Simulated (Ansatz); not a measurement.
# Li2S: the cost of one run

Computed with the Python package of Ansatz 0.2.0. Level of theory: DFT LDA, plane waves, norm-conserving potentials.

## (1) The system

Li2S Fm-3m: Symmetry: Fm-3m, No. 225, cubic system. Conventional cell: a = 5.690 Å, b = 5.690 Å, c = 5.690 Å, α = 90.00°, β = 90.00°, γ = 90.00°. Around S (site symmetry m-3m) lie 8 Li at 2.46 Å. Li (site symmetry -43m) is surrounded by 4 S at 2.46 Å.

Na2S Fm-3m: It takes space group Fm-3m (No. 225, cubic). The conventional cell has a = 6.620 Å, b = 6.620 Å, c = 6.620 Å, α = 90.00°, β = 90.00°, γ = 90.00°. S (site symmetry m-3m) is surrounded by 8 Na at 2.87 Å. Na (site symmetry -43m) is surrounded by 4 S at 2.87 Å.

K2S Fm-3m: The structure is cubic, space group Fm-3m (No. 225). The conventional cell has a = 7.520 Å, b = 7.520 Å, c = 7.520 Å, α = 90.00°, β = 90.00°, γ = 90.00°. Around S (site symmetry m-3m) lie 8 K at 3.26 Å. K (site symmetry -43m) is surrounded by 4 S at 3.26 Å.

No structure file is read: the coordinates are typed or built in the script.

## (2) Script

series.py reads:

```python
import ansatz as az
import numpy as np

params = {
    "functional": "lda",
    "n_empty": 16,
    "kspacing": 0.4,
    "smearing": "cold",
    "width_ev": 0.01,
}


def fluorite(a_site, b_site, a):
    return (
        az.Lattice.fcc(a)
        .space_group(225)
        .atom(a_site, (0, 0, 0))
        .atom(b_site, (0.25, 0.25, 0.25))
        .primitive()
    )


def solve(name, crystal):
    calc = (
        crystal.calculation()
        .functional(params["functional"])
        .pseudopotentials("nc")
        .accuracy("low")
        .scf(extra_bands=params["n_empty"])
        .kpoints(spacing=params["kspacing"])
        .occupations(params["smearing"], width=params["width_ev"])
        .stress()
        .band_table()
    )
    calc = calc.relax(force_tolerance=0.01, max_steps=40, cell=True)
    return calc.run(threads=1)


def volume_per_atom(outcome):
    return abs(np.linalg.det(outcome.lattice.cell_ang)) / len(outcome.lattice.sites)


def gap_ev(outcome):
    # nan where the run reports no band edges: a metal, overlapping bands, or a gap that is small against the smearing
    edges = outcome.report.get("band_edges_ev")
    return edges[1] - edges[0] if edges else float("nan")

phases = {}
phases["Li2S"] = fluorite("S", "Li", 5.69)
phases["Na2S"] = fluorite("S", "Na", 6.62)
phases["K2S"] = fluorite("S", "K", 7.52)

done = {}
for name, crystal in phases.items():
    try:
        done[name] = solve(name, crystal)
    except az.NonConvergedError as error:
        print(name, "did not converge:", str(error)[:120])

rows = [(name, (4 * len(o.lattice.sites) * volume_per_atom(o)) ** (1 / 3), volume_per_atom(o), gap_ev(o)) for name, o in done.items()]
print("| compound | a (A) | V (A^3/atom) | gap on mesh (eV) |")
print("| --- | --- | --- | --- |")
for row in rows:
    print(f"| {row[0]} | {row[1]:.3f} | {row[2]:.3f} | {row[3]:.2f} |")
```

## (3) Running it

Command:

```console
$ python series.py
```

What time and memory should one allow on 1 thread of Arm Neoverse V2, shared host?

About 80 s, with a peak of 0.5 GiB.
